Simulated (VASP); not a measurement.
## ZnAu: single point with LDA

ZnAu:

```
Zn Au
1.0
     3.14700    0.00000    0.00000
     0.00000    3.14700    0.00000
     0.00000    0.00000    3.14700
Zn Au
1 1
Direct
  0.50000 0.50000 0.50000
  0.00000 0.00000 0.00000
```

```json
{
  "Program": "VASP 6.6.1",
  "Task": "single point",
  "Functional": "LDA",
  "Potentials or basis": "VASP PAW LDA potentials, release 64 (Zn, Au)",
  "Cutoff": "520 eV",
  "k mesh": "5 × 5 × 5",
  "Occupations": "fermi-dirac, width 0.15 eV",
  "Spin": "no spin polarisation"
}
```

```
Pressure               : -5.7 GPa
Band gap on the k mesh : none (metal or under the smearing width)
```

Levels at points of the mesh, in eV from the Fermi level:
```tsv
k point	band 7	band 8	band 9	band 10	band 11	band 12	band 13	band 14	band 15	band 16
(0.00, 0.00, 0.00)	-5.27	-5.27	-3.57	-3.57	-3.57	5.08	5.08	5.08	8.89	12.39
```

Run time: 3.6 s on 1 thread of Intel(R) Xeon(R) 6975P-C (Granite Rapids), with other jobs on the host, peak memory 0.12 GiB.

Caveat: the k mesh is coarse (spacing up to 0.40 Å⁻¹), so the values aren't converged. The run has no spin-orbit coupling, so splittings on Au are missing.
